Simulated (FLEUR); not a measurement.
Runs of FLEUR MaX-R8.1 (later development tree) on Te2Mo. The structure is hexagonal, space group P6_3/mmc (No. 194). Conventional cell: a = 3.518 Å, b = 3.518 Å, c = 13.974 Å, α = 90.00°, β = 90.00°, γ = 120.00°. Around Te (site symmetry 3m) lie 3 Mo at 2.72 Å. Around Mo (site symmetry -6m2) lie 6 Te at 2.72 Å. 

```csv
task,level,cell,gmax,muffin-tin radii,max iterations,mixing factor,mixer,kmax,gap on the mesh (eV),largest force (eV/Å)
band structure,r2SCAN,as given,13.5 1/bohr,"Te 2.25, Mo 2.5 bohr",80,0.05,Anderson,4.36 1/bohr,(a),-
band structure,PBEsol,as given,13.5 1/bohr,"Te 2.25, Mo 2.5 bohr",60,0.05,Anderson,4.36 1/bohr,0.76,-
single point,PBEsol,as given,13.9 1/bohr,"Te 2.18, Mo 2.43 bohr",60,0.05,Anderson,4.5 1/bohr,0.76,0.09
single point,PBEsol,"atoms moved at random, drawn with an rms of 0.05 Å",13.9 1/bohr,"Te 2.18, Mo 2.43 bohr",60,0.05,Anderson,4.5 1/bohr,0.72,1.31
```

Alike in all rows: potentials or basis all-electron, FLAPW; no spin polarisation; k mesh 9 × 9 × 2; smearing fermi-dirac 0.05 eV.

Q: Estimate the missing entries.

A: (a) 0.89.

Caveats: spin-orbit coupling is left out, which moves the levels of the heavy elements; an odd mesh through Γ misses points on the zone boundary, where band edges often lie (some runs); the meta-GGA is that of a development version, with a GGA for the radial functions and cores and without core tails (some runs).

A k mesh can miss the band edges, and the runs leave out spin-orbit coupling on Mo, Te.
